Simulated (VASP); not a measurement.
# CaSe (Fm-3m) in VASP: settings compared, part 2 of 2

VASP 6.6.1. Earlier steps stand in the parts before.

## Step 3: Single point, r2SCAN

Input file POSCAR:

```
CaSe
1.0
    0.0000000000      2.9560000000      2.9560000000
    2.9560000000      0.0000000000      2.9560000000
    2.9560000000      2.9560000000      0.0000000000
Se Ca
1 1
Direct
    0.5000000000      0.5000000000      0.5000000000
    0.0000000000      0.0000000000      0.0000000000
```

Input file INCAR.step1:

```
PREC = Accurate ; ENCUT = 520
ISMEAR = 0 ; SIGMA = 0.05
LREAL = F ; LASPH = T
NELM = 100 ; NBANDS = 15
GGA = PE ; ALGO = Normal
EDIFF = 1E-4 ; LWAVE = T
LCHARG = F
```

Input file INCAR.step2:

```
PREC = Accurate ; ENCUT = 520
EDIFF = 1E-6 ; ISMEAR = 0
SIGMA = 0.05 ; LREAL = F
LASPH = T ; NELM = 100
ALGO = Normal ; ISIF = 2
LWAVE = F ; LCHARG = T
METAGGA = R2SCAN ; LMIXTAU = T
LELF = T ; LVHAR = T
NBANDS = 15 ; ISTART = 1
```

Input file KPOINTS:

```
Automatic mesh
0
Gamma
  7 7 7
```

Potentials or basis: VASP PAW PBE potentials, release 64 (Se, Ca_sv).

Run with:

```console
> cat potpaw_PBE.64/Se/POTCAR potpaw_PBE.64/Ca_sv/POTCAR > POTCAR
> cp INCAR.step1 INCAR
> mpirun -np 1 vasp_std > vasp.out
> cp INCAR.step2 INCAR
> mpirun -np 1 vasp_std > vasp.out
```

OUTCAR:

```text
PREC = Accurate
   ENCUT = 520
   EDIFF = 1E-6
   ISMEAR = 0
   LREAL = F
   LASPH = T
   NELM = 100
   ISIF = 2
   METAGGA = R2SCAN
   ISTART = 1

 ion  position               nearest neighbor table
   1  0.500  0.500  0.500-   2 2.96   2 2.96   2 2.96   2 2.96   2 2.96   2 2.96
   2  0.000  0.000  0.000-   1 2.96   1 2.96   1 2.96   1 2.96   1 2.96   1 2.96

  LATTYP: Found a face centered cubic cell.
 ALAT       =     5.9120000000

  Lattice vectors:

 A1 = (   0.0000000000,   2.9560000000,   2.9560000000)
 A2 = (   2.9560000000,   0.0000000000,   2.9560000000)
 A3 = (   2.9560000000,   2.9560000000,   0.0000000000)

Analysis of symmetry for initial positions (statically):
=====================================================================
 Subroutine PRICEL returns:
 Original cell was already a primitive cell.

 Routine SETGRP: Setting up the symmetry group for a
 face centered cubic supercell.

 Subroutine GETGRP returns: Found 48 space group operations
 (whereof 48 operations were pure point group operations)
 out of a pool of 48 trial point group operations.

The static configuration has the point symmetry O_h .

Analysis of symmetry for dynamics (positions and initial velocities):
=====================================================================
 Subroutine PRICEL returns:
 Original cell was already a primitive cell.

 Routine SETGRP: Setting up the symmetry group for a
 face centered cubic supercell.

 Subroutine GETGRP returns: Found 48 space group operations
 (whereof 48 operations were pure point group operations)
 out of a pool of 48 trial point group operations.

The dynamic configuration has the point symmetry O_h .

 Subroutine INISYM returns: Found 48 space group operations
 (whereof 48 operations are pure point group operations),
 and found     1 'primitive' translations

----------------------------------------------------------------------------------------

                                     Primitive cell

[... 114 lines left out ...]
   LEPSILON=     F    determine dielectric tensor
   LRPA    =     F    only Hartree local field effects (RPA)
 non-spin polarized calculation
 Gauss-broadening in eV      SIGMA  =   0.05
  energy-cutoff  :      520.00
  volume of cell :       51.66
 maximum number of plane-waves:      1411
   NGX = 15   NGY = 15   NGZ = 15

 number of electron      15.9999998 magnetization

 Free energy of the ion-electron system (eV)
  ---------------------------------------------------
  ext. energy  EPLUGINS =         0.00000000
  ---------------------------------------------------
  free energy    TOTEN  =       -25.97677320 eV

  energy without entropy =      -25.97677320  energy(sigma->0) =      -25.97677320

 E-fermi :   2.5602     XC(G=0):  -9.5876

 val. band max:        2.1950535595   @ k =   0.0000   0.0000   0.0000
 cond. band min:       4.7475461836   @ k =   0.4286   0.4286   0.0000
 fundamental gap:      2.5524926240
 Fermi energy:         2.5602368705

 k-point     1 :       0.0000    0.0000    0.0000
  band No.  band energies     occupation
      1     -39.0961      2.00000
      2     -19.2078      2.00000
      3     -19.2078      2.00000
      4     -19.2078      2.00000
      5     -10.0052      2.00000
      6       2.1950      2.00000
      7       2.1950      2.00000
      8       2.1951      2.00000
      9       6.3423      0.00000
     10       6.4211      0.00000
     11       6.4211      0.00000
     12       6.4211      0.00000
     13       7.0215      0.00000
     14       7.0215      0.00000
[... 329 lines left out ...]
      2     -19.2708      2.00000
      3     -19.2689      2.00000
      4     -19.2377      2.00000
      5      -9.3060      2.00000
      6       0.0572      2.00000
      7       0.0989      2.00000
      8       0.7942      2.00000
      9       6.7045      0.00000
     10       7.6365      0.00000
     11       8.2903      0.00000
     12       8.6627      0.00000
     13       8.7901      0.00000
     14      10.8380      0.00000
     15      12.1310      0.00000

------------------------ aborting loop because EDIFF is reached ----------------------------------------

  FORCE on cell =-STRESS in cart. coord.  units (eV):
  Direction    XX          YY          ZZ          XY          YZ          ZX
  --------------------------------------------------------------------------------------
  -------------------------------------------------------------------------------------
  Total        0.2849573      0.2849573      0.2849573     -0.0000000      0.0000000     -0.0000000
  in kB        8.8378585      8.8378585      8.8378585     -0.0000000      0.0000000     -0.0000000
  external PRESSURE =       8.8378585 kB  Pullay stress =       0.0000000 kB

 VOLUME and BASIS-vectors are now :
 -----------------------------------------------------------------------------
  energy-cutoff  :      520.00
  volume of cell :       51.66
      direct lattice vectors                 reciprocal lattice vectors
     0.000000000  2.956000000  2.956000000    -0.169147497  0.169147497  0.169147497
     2.956000000  0.000000000  2.956000000     0.169147497 -0.169147497  0.169147497
     2.956000000  2.956000000  0.000000000     0.169147497  0.169147497 -0.169147497

 POSITION                                       TOTAL-FORCE (eV/Angst)
 -----------------------------------------------------------------------------------
      2.95600      2.95600      2.95600        -0.000000      0.000000      0.000000
      0.00000      0.00000      0.00000         0.000000     -0.000000     -0.000000
 -----------------------------------------------------------------------------------
    total drift:                                0.000000     -0.000000     -0.000000

  FREE ENERGIE OF THE ION-ELECTRON SYSTEM (eV)
  ---------------------------------------------------
  free  energy   TOTEN  =       -25.9767731950 eV

  energy  without entropy=      -25.9767731950  energy(sigma->0) =      -25.97677320
```

OUTCAR.step1:

```text
PREC = Accurate
   ENCUT = 520
   ISMEAR = 0
   LREAL = F
   LASPH = T
[... 573 lines left out ...]
 -----------------------------------------------------------------------------------
      2.95600      2.95600      2.95600         0.000000     -0.000000     -0.000000
      0.00000      0.00000      0.00000         0.000000      0.000000      0.000000
 -----------------------------------------------------------------------------------
    total drift:                                0.000000     -0.000000     -0.000000

  FREE ENERGIE OF THE ION-ELECTRON SYSTEM (eV)
  ---------------------------------------------------
  free  energy   TOTEN  =        -9.4796641665 eV

  energy  without entropy=       -9.4796641665  energy(sigma->0) =       -9.47966417
```

Run time: 45 s. Hardware: 1 thread of Intel Xeon Platinum 8259CL at 2.50GHz (Skylake/Cascade Lake), shared host; peak memory 0.19 GiB.

What came out:

```
Free energy            : -25.9768 eV
Pressure               : 0.9 GPa
Band gap on the k mesh : 2.55 eV, indirect (least direct gap 3.48 eV)
```

Caveat: the PAW data sets were made with another functional, which shifts forces and pressure a little.

## Step 4: Single point, PBE

Input file INCAR:

```
PREC = Accurate
ENCUT = 520
EDIFF = 1E-6
ISMEAR = -1
SIGMA = 0.05
LREAL = F
LASPH = T
NELM = 100
ALGO = Normal
ISIF = 2
LWAVE = F
LCHARG = F
GGA = PE
NBANDS = 15
```

Input file KPOINTS:

```
regular mesh
0
Gamma
  8 8 8
```

POSCAR is that of step 3.

Potentials or basis: VASP PAW PBE potentials, release 64 (Se, Ca_sv).

Run with:

```console
> cat potpaw_PBE.64/Se/POTCAR potpaw_PBE.64/Ca_sv/POTCAR > POTCAR
> mpirun -np 1 vasp_std > vasp.out
```

OUTCAR:

```text
PREC = Accurate
   ENCUT = 520
   EDIFF = 1E-6
   ISMEAR = -1
   LREAL = F
   LASPH = T
   NELM = 100
   ISIF = 2
   GGA = PE

 ion  position               nearest neighbor table
   1  0.500  0.500  0.500-   2 2.96   2 2.96   2 2.96   2 2.96   2 2.96   2 2.96
   2  0.000  0.000  0.000-   1 2.96   1 2.96   1 2.96   1 2.96   1 2.96   1 2.96

  LATTYP: Found a face centered cubic cell.
 ALAT       =     5.9120000000

  Lattice vectors:

 A1 = (   0.0000000000,   2.9560000000,   2.9560000000)
 A2 = (   2.9560000000,   0.0000000000,   2.9560000000)
 A3 = (   2.9560000000,   2.9560000000,   0.0000000000)

Analysis of symmetry for initial positions (statically):
=====================================================================
 Subroutine PRICEL returns:
 Original cell was already a primitive cell.

 Routine SETGRP: Setting up the symmetry group for a
 face centered cubic supercell.

 Subroutine GETGRP returns: Found 48 space group operations
 (whereof 48 operations were pure point group operations)
 out of a pool of 48 trial point group operations.

The static configuration has the point symmetry O_h .

Analysis of symmetry for dynamics (positions and initial velocities):
=====================================================================
 Subroutine PRICEL returns:
 Original cell was already a primitive cell.

 Routine SETGRP: Setting up the symmetry group for a
 face centered cubic supercell.

 Subroutine GETGRP returns: Found 48 space group operations
 (whereof 48 operations were pure point group operations)
 out of a pool of 48 trial point group operations.

The dynamic configuration has the point symmetry O_h .

 Subroutine INISYM returns: Found 48 space group operations
 (whereof 48 operations are pure point group operations),
 and found     1 'primitive' translations

----------------------------------------------------------------------------------------

                                     Primitive cell

  volume of cell :      51.6587
[... 112 lines left out ...]
  Thomas-Fermi vector in A             =   2.244161
   LORBIT       =      0    0 simple, 1 ext, 2 COOP (PROOUT), +10 PAW based schemes
   GGA     = PE    functional components
   LHFCALC =     F    Hartree Fock is set to
   AEXX    =    0.0000 exact exchange contribution
   IVDW    =     0    specifies the selected vdW correction
   LEPSILON=     F    determine dielectric tensor
   LRPA    =     F    only Hartree local field effects (RPA)
 non-spin polarized calculation
  energy-cutoff  :      520.00
  volume of cell :       51.66
 maximum number of plane-waves:      1411
   NGX = 15   NGY = 15   NGZ = 15

 number of electron      15.9999998 magnetization

 Free energy of the ion-electron system (eV)
  ---------------------------------------------------
  ext. energy  EPLUGINS =         0.00000000
  ---------------------------------------------------
  free energy    TOTEN  =        -9.47998082 eV

  energy without entropy =       -9.47998082  energy(sigma->0) =       -9.47998082

 E-fermi :   3.3930     XC(G=0):  -9.1623

 val. band max:        2.4581344550   @ k =   0.0000   0.0000   0.0000
 cond. band min:       4.4778290087   @ k =   0.5000   0.5000   0.0000
 fundamental gap:      2.0196945537
 Fermi energy:         3.3929764526

 k-point     1 :       0.0000    0.0000    0.0000
  band No.  band energies     occupation
      1     -37.2860      2.00000
      2     -18.2804      2.00000
      3     -18.2804      2.00000
      4     -18.2804      2.00000
      5      -9.3465      2.00000
      6       2.4581      2.00000
      7       2.4581      2.00000
      8       2.4581      2.00000
      9       5.8086      0.00000
     10       6.1638      0.00000
     11       6.1638      0.00000
     12       6.1638      0.00000
     13       6.7343      0.00000
     14       6.7343      0.00000
[... 401 lines left out ...]
      2     -18.3740      2.00000
      3     -18.3134      2.00000
      4     -18.2973      2.00000
      5      -8.6602      2.00000
      6      -0.3773      2.00000
      7       0.8261      2.00000
      8       1.2172      2.00000
      9       6.9366      0.00000
     10       7.2207      0.00000
     11       8.1872      0.00000
     12       8.4702      0.00000
     13       8.8120      0.00000
     14       9.6983      0.00000
     15      11.0850      0.00000

 [... further k-points ...]
[... 5 lines left out ...]
  --------------------------------------------------------------------------------------
  -------------------------------------------------------------------------------------
  Total        0.4343318      0.4343318      0.4343318      0.0000000      0.0000000     -0.0000000
  in kB       13.4706613     13.4706613     13.4706613      0.0000000      0.0000000     -0.0000000
  external PRESSURE =      13.4706613 kB  Pullay stress =       0.0000000 kB

 VOLUME and BASIS-vectors are now :
 -----------------------------------------------------------------------------
  energy-cutoff  :      520.00
  volume of cell :       51.66
      direct lattice vectors                 reciprocal lattice vectors
     0.000000000  2.956000000  2.956000000    -0.169147497  0.169147497  0.169147497
     2.956000000  0.000000000  2.956000000     0.169147497 -0.169147497  0.169147497
     2.956000000  2.956000000  0.000000000     0.169147497  0.169147497 -0.169147497

 POSITION                                       TOTAL-FORCE (eV/Angst)
 -----------------------------------------------------------------------------------
      2.95600      2.95600      2.95600         0.000000      0.000000     -0.000000
      0.00000      0.00000      0.00000        -0.000000      0.000000      0.000000
 -----------------------------------------------------------------------------------
    total drift:                                0.000000     -0.000000     -0.000000

  FREE ENERGIE OF THE ION-ELECTRON SYSTEM (eV)
  ---------------------------------------------------
  free  energy   TOTEN  =        -9.4799808217 eV

  energy  without entropy=       -9.4799808216  energy(sigma->0) =       -9.47998082
```

Wall time 7.9 s (1 thread of Intel Xeon 6975P-C (Granite Rapids), shared host); peak memory 0.18 GiB.

Results:

- Free energy: -9.4800 eV
- Pressure: 1.3 GPa
- Band gap on the k mesh: 2.02 eV, indirect (least direct gap 2.96 eV)

Levels at points of the mesh, in eV from the valence-band top:
```tsv
k point	band 5	band 6	band 7	band 8	band 9	band 10	band 11	band 12
(0.00, 0.00, 0.00)	-11.80	0.00	0.00	0.00	3.35	3.71	3.71	3.71
(0.50, 0.00, 0.00)	-11.10	-3.29	-1.20	-1.20	4.52	5.48	5.51	5.51
(0.50, 0.50, 0.00)	-11.22	-2.52	-0.94	-0.94	2.02	5.04	5.06	6.04
```

## Step 5: Summary

| level | k mesh | smearing | gap on the mesh (eV) | pressure (GPa) |
| --- | --- | --- | --- | --- |
| PBEsol | 6 × 6 × 6 | fermi-dirac 0.05 eV | 1.92 | -0.9 |
| r2SCAN | 7 × 7 × 7 | gaussian 0.05 eV | 2.55 | 0.9 |
| PBE | 8 × 8 × 8 | fermi-dirac 0.05 eV | 2.02 | 1.3 |

Alike in all rows: task single point; potentials or basis VASP PAW PBE potentials, release 64 (Se, Ca_sv); no spin polarisation; cell as given; cutoff (eV) 520.

On the cell as given the gap runs from 1.92 eV (PBEsol) to 2.55 eV (r2SCAN); the meshes differ, which moves gaps too. The pressure there spans -0.9 GPa (PBEsol) to 1.3 GPa (PBE); a positive pressure means that this level wants a larger cell, a negative one a smaller.

Caveats: the PAW data sets were made with another functional, which shifts forces and pressure a little (some runs).

Absolute energies hang on the potentials; compare differences alone.

## Step 6: Comparison with measurements

Step 2. Measured gap of CaSe: 3.85 eV (indirect; 2 K; a printed reference work, monograph, original work of 1988). This calculation gives 1.92 eV (-1.93 eV). So large a miss can be the level of theory's own, or it may mean another phase, state or a wrong row. Spin-orbit coupling on Se is left out. The value is that of PBEsol on a finite k mesh, which can miss the band edges, without temperature or zero-point motion. Semilocal functionals fall short of measured gaps as a rule.

Step 3. Against the measured gap of CaSe, 3.85 eV (indirect; 2 K; a printed reference work, monograph, original work of 1988), the calculated 2.55 eV is off by -1.30 eV. Spin-orbit coupling on Se is left out. The value is that of r2SCAN on a finite k mesh, which can miss the band edges, without temperature or zero-point motion.

Step 4. Measured gap of CaSe: 3.85 eV (indirect; 2 K; a printed reference work, monograph, original work of 1988). This calculation gives 2.02 eV (-1.83 eV). Spin-orbit coupling on Se is left out. The value is that of PBE on a finite k mesh, which can miss the band edges, without temperature or zero-point motion. Semilocal functionals fall short of measured gaps as a rule.
